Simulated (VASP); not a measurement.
Here is the system:

```yaml
crystal:
  lattice:
    - [4.33035, 0.00000, 0.00000]
    - [0.00000, 4.33035, 0.00000]
    - [0.00000, 0.00000, 2.82301]
  atoms:
    - { symbol: Ge, position: [0.50000, 0.50000, 0.50000] }
    - { symbol: Ge, position: [0.00000, 0.00000, 0.00000] }
    - { symbol: O, position: [0.69423, 0.69423, 0.00000] }
    - { symbol: O, position: [0.30577, 0.30577, 0.00000] }
    - { symbol: O, position: [0.80577, 0.19423, 0.50000] }
    - { symbol: O, position: [0.19423, 0.80577, 0.50000] }
```

These are PBE GGA, VASP's PBE PAW potentials (set 64) (plane waves; VASP) values and carry that method's errors. Settings: 400 eV cut-off, 4×4×6 Γ-centred mesh, Fermi-Dirac smearing of 0.050 eV, potentials Ge_d O.

At this cut-off the stress carries a Pulay error, which pulls relaxed volumes low.

Give the force on each atom (eV/Å).

```
atom      Fx      Fy     Fz
----  ------  ------  -----
Ge1    0.000   0.000  0.000
Ge2    0.000   0.000  0.000
O3     0.243   0.243  0.000
O4    -0.243  -0.243  0.000
O5    -0.243   0.243  0.000
O6     0.243  -0.243  0.000
```

Give the stress tensor in GPa (positive for a compressed cell).

```
17.59   0.00   0.00
 0.00  17.59   0.00
 0.00   0.00  24.62
```
The pressure is its mean diagonal, 19.93 GPa.

The structure comes from a computed database's GeO2 entry; how it stands against other phases isn't given here. The cell was not relaxed at this level.
